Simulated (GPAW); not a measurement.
Crystal: CdSe (Cadmoselite).

```
CELL_PARAMETERS angstrom
4.30000 0.00000 0.00000
-2.15000 3.72391 0.00000
0.00000 0.00000 7.02000
ATOMIC_POSITIONS crystal
Cd 0.66667 0.33333 0.50000
Cd 0.33333 0.66667 0.00000
Se 0.66667 0.33333 0.88500
Se 0.33333 0.66667 0.38500
```

Base run:

```yaml
Program: GPAW 26.7.0
Functional: LDA
Potentials_or_basis: the program's PAW data sets (release 1.2.1) made for this functional
Cutoff: 450 eV
Basis: pw
k_mesh: 6 × 6 × 3
Occupations: fermi-dirac, width 0.05 eV
Spin: no spin polarisation
```

Its results: band gap on the k mesh 0.42 eV, direct; pressure -2.8 GPa; largest force 0.253 eV/Å.

After a change of settings the same cell gave: band gap on the k mesh 0.42 eV, direct; pressure -2.0 GPa; largest force 0.256 eV/Å. Which change was it?
A. potentials or basis from the program's PAW data sets (release 1.2.1) made for this functional to PAW data sets generated in the run's folder for this functional; cutoff from 450 eV to 600 eV; k mesh from 6 × 6 × 3 to 5 × 5 × 3
B. functional from LDA to PBEsol; potentials or basis from the program's PAW data sets (release 1.2.1) made for this functional to PAW data sets generated in the run's folder for this functional; cutoff from 450 eV to 600 eV
C. occupations from fermi-dirac, width 0.05 eV to fermi-dirac, width 0.01 eV

A.

Caveats: the cutoff is short for stress and forces, so pressures can be off by a GPa or more (some runs); an odd mesh through Γ misses points on the zone boundary, where band edges often lie (some runs).

Not every run made on this cell is shown here.
